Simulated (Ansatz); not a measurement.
# Si2W: the cost of one run

Computed with Ansatz 0.2.0 (DFT PBE, scalar-relativistic, plane waves, PAW, unless a step's input says otherwise).

2 further runs of the same task are left out: 2 set aside as unsound or not needed.

## (1) The structure to begin with

The structure is tetragonal, space group I4/mmm (No. 139). The conventional cell has a = 3.229 Å, b = 3.229 Å, c = 7.867 Å, α = 90.00°, β = 90.00°, γ = 90.00°. Si (site symmetry 4mm) is surrounded by 5 Si at 2.60 to 2.64 Å and 5 W at 2.63 Å. W (site symmetry 4/mmm) has 10 Si at 2.63 Å in its first shell of neighbours.

Structure file:

```xyz
6
Lattice="3.2290 0.0000 0.0000 0.0000 3.2290 0.0000 0.0000 0.0000 7.8668" Properties=species:S:1:pos:R:3 pbc="T T T"
Si    0.0000    0.0000    2.6320
Si    1.6145    1.6145    1.3014
Si    1.6145    1.6145    6.5655
Si    0.0000    0.0000    5.2348
W     0.0000    0.0000    0.0000
W     1.6145    1.6145    3.9334
```

The unstrained cell was computed beforehand with the same settings: E(σ→0) = -23314.9192 eV for 6 atoms, gap none (metal).

## (2) The cell strained by -1.5 %

Contents of input.yaml:

```yaml
crystal:
  lattice:
    - [3.1805603846, 0.0, 0.0]
    - [0.0, 3.1805603846, 0.0]
    - [0.0, 0.0, 7.9376292699]
  atoms:
    - { symbol: Si, position: [0.0, 0.0, 0.3345744057] }
    - { symbol: Si, position: [0.5, 0.5, 0.1654255943] }
    - { symbol: Si, position: [0.5, 0.5, 0.8345744057] }
    - { symbol: Si, position: [0.0, 0.0, 0.6654255943] }
    - { symbol: W, position: [0.0, 0.0, 0.0] }
    - { symbol: W, position: [0.5, 0.5, 0.5] }
basis:
  ecutwfc: 420
kpoints:
  mp_grid: { grid: [12, 12, 6] }
hamiltonian:
  xc: pbe
scf:
  occupations: { method: gaussian, width: 0.1 }
output:
  forces: true
  stress: true
  eigenvalues: true
relax:
  adjacent_minimum: "off"
  f_tol: 0.008
  max_steps: 40
  cell: { stress_tol: 0.015, fix: [a, b, gamma] }
```

Command:

```console
> ansatz run input.yaml --threads 1 --pin off --max-ram 2560MiB --backend cpu --events-out ev --progress --plain --runs-dir out
```

Q: Estimate wall time and peak memory on 1 thread of Intel Xeon at 2.50GHz (Skylake/Cascade Lake), shared host.

About 1.8 min, with a peak of 0.51 GiB.
